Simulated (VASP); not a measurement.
Input of a VASP 6.6.1 run:

File INCAR:

```
PREC = Accurate
ENCUT = 520
EDIFF = 1E-6
ISMEAR = 0
SIGMA = 0.15
LREAL = F
LASPH = T
NELM = 100
ALGO = Normal
ISIF = 2
LWAVE = F
LCHARG = F
GGA = PS
NBANDS = 16
```

Contents of KPOINTS:

```
regular mesh
0
Gamma
  14 14 14
```

File POSCAR:

```
GaSb
1.0
    0.0000000000      3.0590000000      3.0590000000
    3.0590000000      0.0000000000      3.0590000000
    3.0590000000      3.0590000000      0.0000000000
Ga Sb
1 1
Direct
    0.0000000000      0.0000000000      0.0000000000
    0.7500000000      0.7500000000      0.7500000000
```

Potentials or basis: VASP PAW PBE potentials, release 64 (Ga_d, Sb).

Command:

```bash
$ cat potpaw_PBE.64/Ga_d/POTCAR potpaw_PBE.64/Sb/POTCAR > POTCAR
$ mpirun -np 1 vasp_std > vasp.out
```

Estimate the pressure.

-0.1 GPa.

Predict the band gap on the k mesh.

zero (filled and empty bands touch).

Caveat: the PAW data sets were made with another functional, which shifts forces and pressure a little; spin-orbit coupling is left out, which moves the levels of the heavy elements.

**What was measured.**

A printed reference work, data compilation reports, for a bulk crystal of GaSb at 4.2 K: band gap 0.811 eV (direct).

Against the measured gap of GaSb, 0.811 eV (direct; 4.2 K; a printed reference work, data compilation), the calculated 0.00 eV is off by -0.81 eV. Spin-orbit coupling on Ga, Sb is left out. The value is that of PBEsol on a finite k mesh, which can miss the band edges, without temperature or zero-point motion. Semilocal functionals fall short of measured gaps as a rule.
